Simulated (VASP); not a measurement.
A run of VASP 6.6.1:

Contents of INCAR:

```
SYSTEM = AlCo
  PREC = Accurate
  ENCUT = 600
  EDIFF = 1E-7
  ISMEAR = 1
  SIGMA = 0.1
  LREAL = .FALSE.
  LASPH = .TRUE.
  NELM = 80
  ALGO = Normal
  ISIF = 2
  LWAVE = .FALSE.
  LCHARG = .FALSE.
  METAGGA = R2SCAN
  LMIXTAU = .TRUE.
  IBRION = 2
  NSW = 40
  EDIFFG = -0.01
```

Contents of KPOINTS:

```
Automatic mesh
0
G
  14 14 14
  0 0 0
```

File POSCAR:

```
AlCo                                    
1.0
    2.7637588230     -0.0000000000     -0.0000000000
   -0.0000000000      2.7637588230     -0.0000000000
    0.0000000000     -0.0000000000      2.7637588230
  Al              Co            
     1     1
Direct
     0.0000000000000000    0.0000000000000000    0.0000000000000000
     0.5000000000000000    0.5000000000000000    0.5000000000000000
```

Potentials or basis: VASP PAW PBE potentials, release 64 (Al, Co).

The run is started by

```bash
$ cat potpaw_PBE.64/Al/POTCAR potpaw_PBE.64/Co/POTCAR > POTCAR
$ mpirun -np 1 vasp_std > vasp.out
```

Hardware: 1 thread of Intel(R) Xeon(R) 6975P-C (Granite Rapids), on a shared host.

**Question.** Estimate the wall time of this run.

**Answer.** It took 34 s on 1 thread of Intel(R) Xeon(R) 6975P-C (Granite Rapids), on a shared host, peak memory 0.17 GiB. Counts: scf iterations 16, k points 120, ion steps 1.
